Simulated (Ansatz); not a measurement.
## Fe (Im-3m): electronic heat capacity from the density of states

Theory: DFT PBE, scalar-relativistic, plane waves, PAW in Ansatz.

Settings: cutoff 420 eV, Γ-centred mesh 20×20×20 on the computed 1-atom cell, Gaussian smearing of 0.10 eV; collinear spin from starting moments 2.44 μB.

Relaxed cell: Im-3m, a = 2.832 Å, b = 2.832 Å, c = 2.832 Å, α = 90.00°, β = 90.00°, γ = 90.00°, 1 atom in the primitive cell.

The density of states at the Fermi level is 0.975 states/eV in the cell of 1 atom (1 formula unit; both spins, tetrahedra on a 30×30×30 mesh). The run ends with a moment of 2.17 μB a cell (largest on a site 2.22 μB), and the figure is for this state; a paramagnetic sample can have a quite different one. Another magnetic order, if the compound takes it, can change N(E_F) and the shape of the cell a good deal.

Task: What Sommerfeld coefficient does this give?

Result: Per formula unit N(E_F) = 0.975 states/eV. γ = (π²/3) k_B² N(E_F) N_A = 2.357 mJ/(mol K²) per state/eV, so γ = 2.3 mJ/(mol K²), a mole of formula units. This is the bare band result: a measured γ of the same phase and magnetic order is as a rule larger by a factor 1 + λ from phonons and spin fluctuations. N(E_F) at one energy is sensitive to the mesh where the density of states has sharp peaks.

Only this magnetic start was tried.